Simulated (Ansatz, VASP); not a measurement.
## Re in VASP and in Ansatz

```
Re
1.0
     2.71846    0.00000    0.00000
    -1.35923    2.35425    0.00000
     0.00000    0.00000    4.39774
Re
2
Direct
  0.33333 0.66667 0.25000
  0.66667 0.33333 0.75000
```

Change from the starting cell: volume scaled by 0.95, crystal datasets.

Alike in both runs: task electric field gradients; functional r2SCAN; k mesh 14 × 14 × 8; occupations fermi-dirac, width 0.08 eV; no spin polarisation.

|  | VASP | Ansatz |
| --- | --- | --- |
| version | VASP 6.6.1 | Ansatz 0.2.0 |
| potentials or method | VASP PAW PBE potentials, release 64 (Re), cutoff 520 eV | all-electron PAW with datasets made for the crystal, scalar-relativistic |

```csv
,VASP,Ansatz,Ansatz less VASP
pressure (GPa),19.2,18.7,-0.51
largest component of the traceless stress (GPa),0.25,0.32,+0.072
Vzz of the field gradient on the site that differs most (V/Å²),-75.2,-67.9,+7.30
```

Ansatz ran all-electron here, so the differences hold the error of VASP's frozen core and of both bases. Ansatz warned: «gradients_without_spin_orbit».

Caveats: so large a pressure means that the cell lies far from this level's equilibrium, or that cutoff or potentials fall short (VASP); the potentials were made for another functional, which shifts forces and pressure (VASP). The runs have no spin-orbit coupling, so splittings on Re are missing.
